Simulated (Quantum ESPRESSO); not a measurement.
Crystal: Mo.

```
CELL_PARAMETERS angstrom
-1.58381 1.58381 1.58381
1.58381 -1.58381 1.58381
1.58381 1.58381 -1.58381
ATOMIC_POSITIONS crystal
Mo 0.00000 0.00000 0.00000
```

- Program: Quantum ESPRESSO 7.5
- Task: single point
- Functional: PBEsol
- Potentials or basis: GBRV 1.5 PBEsol
- Cutoff: 612 eV
- Density cutoff: 4898 eV
- k mesh: 12 × 12 × 12
- Occupations: fermi-dirac, width 0.05 eV
- Spin: no spin polarisation

On this cell: pressure -10.4 GPa; band gap on the k mesh none (metal or under the smearing width).

The same run follows on a disturbed copy (cell strained at random at fixed volume):

```
Mo
1.0
    -1.59439    1.59130    1.58454
     1.61239   -1.54306    1.55430
     1.60659    1.55526   -1.53630
Mo
1
Direct
  0.99511 0.97150 0.97202
```

Question: What does the disturbed cell give?

Answer: The energy (extrapolated to zero smearing) moves by +12.2 meV/atom; pressure -10.2 GPa; band gap on the k mesh none (metal or under the smearing width).

Stress tensor (GPa, compression positive):
```
-15.43  -0.80  -1.21
 -0.80  -7.98  -3.06
 -1.21  -3.06  -7.08
```
